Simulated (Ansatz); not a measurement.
Co:

```
Co
1.0
     2.47056    0.00000    0.00000
    -1.23528    2.13957    0.00000
     0.00000    0.00000    8.08823
Co
4
Direct
  0.66667 0.33333 0.75000
  0.00000 0.00000 0.50000
  0.33333 0.66667 0.25000
  0.00000 0.00000 0.00000
```

* Program: Ansatz 0.2.0
* Task: relaxation of cell and atoms
* Functional: RPBE
* Potentials or basis: Ansatz PAW
* Cutoff: 420 eV (not typed: the program's choice for these potentials)
* k mesh: 12 × 12 × 4
* Occupations: fermi-dirac, width 0.05 eV
* Spin: collinear spin, ferromagnetic start
* Starting moments: [2.0, 2.0, 2.0, 2.0] μB

At the start: volume 10.69 Å³/atom.

Task: How do energy, volume and symmetry change on relaxing?

Result: It ends after 7 steps and the volume is 11.23 Å³/atom (+5.1 %); space group P6_3/mmc (No. 194, to 0.05 Å); moment 6.80 μB per cell.

The path:
```csv
step,energy change (eV),largest force (eV/Å),volume (Å³)
1,0.0000,0.0000,42.75
2,-0.0541,0.0000,43.84
3,-0.0696,0.0000,44.81
4,-0.0697,0.0000,44.89
5,-0.0726,0.0000,44.89
6,-0.0725,0.0000,44.92
7,-0.0726,0.0000,44.92
```

Final structure:
```
Co
1.0
     2.52081    0.00000    0.00000
    -1.26040    2.18308    0.00000
     0.00000    0.00000    8.16174
Co
4
Direct
  0.66667 0.33333 0.75000
  0.00000 0.00000 0.50000
  0.33333 0.66667 0.25000
  0.00000 0.00000 0.00000
```

Caveat: the plane-wave basis is chosen anew once the cell has moved, so the energies of steps on either side of that aren't comparable; the PAW data sets come from PBE, with cores solved anew for the run's functional, which leaves a small shift of forces and pressure.
